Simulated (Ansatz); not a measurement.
Relaxation path: Ag (simple hexagonal type)

DFT, PBE, PAW with Ansatz's default frozen-core files, scalar-relativistic (Ansatz 0.2.0); a Γ-centred 18×18×16 k mesh, Fermi–Dirac smearing of 0.08 eV, no spin polarisation. The run relaxes cell and atoms at a target pressure of 100 GPa.

Command: `ansatz run input.yaml --threads 1 --pin off --max-ram 3584MiB --backend cpu --events-out ev --progress --plain --runs-dir out` It took 18 s on 1 thread of Intel(R) Xeon(R) Platinum 8488C (Sapphire Rapids), with other jobs on the host, peak memory 0.39 GiB.

PAW: frozen-core files, cutoff 420 eV; forces are relaxed below 0.005 eV/Å.

Each step lists its enthalpy F + pV a cell above the last geometry, the pressure, the cell vectors (Å), and Cartesian positions (Å) with forces (eV/Å).

The first step:

```
step 1  dH = 42.44 meV  P = 120.2 GPa
  cell 2.4810 0.0000 0.0000  -1.2405 2.1486 0.0000  0.0000 0.0000 2.3321
  Ag 0.0000 0.0000 0.0000   0.0000 0.0000 0.0000
```

Question: Where does the relaxation end, and by which steps?

Answer: After 5 geometries, with conventional a, b, c = 2.492, 2.492, 2.397 Å, at 12.888 Å³/atom (+3.67 % against the start) in space group P6/mmm, with a shortest distance of 2.397 Å. The further steps:
```
step 2  dH = 22.13 meV  P = 84.3 GPa
  cell 2.5152 0.0000 0.0000  -1.2576 2.1782 0.0000  0.0000 0.0000 2.4300
  Ag 0.0000 0.0000 0.0000   0.0000 0.0000 0.0000
step 3  dH = 0.26 meV  P = 98.4 GPa
  cell 2.4947 0.0000 0.0000  -1.2474 2.1605 0.0000  0.0000 0.0000 2.3988
  Ag 0.0000 0.0000 0.0000   0.0000 0.0000 0.0000
step 4  dH = 0.00 meV  P = 100.0 GPa
  cell 2.4919 0.0000 0.0000  -1.2459 2.1580 0.0000  0.0000 0.0000 2.3965
  Ag 0.0000 0.0000 0.0000   0.0000 0.0000 0.0000
step 5  dH = 0.00 meV  P = 100.0 GPa
  cell 2.4917 0.0000 0.0000  -1.2458 2.1578 0.0000  0.0000 0.0000 2.3971
  Ag 0.0000 0.0000 0.0000   0.0000 0.0000 0.0000
step 6  dH = -0.35 meV  P = 100.0 GPa  (same geometry on a basis chosen anew; earlier energies don't compare to the last digit)
  cell 2.4917 0.0000 0.0000  -1.2458 2.1578 0.0000  0.0000 0.0000 2.3971
  Ag 0.0000 0.0000 0.0000   0.0000 0.0000 0.0000
```
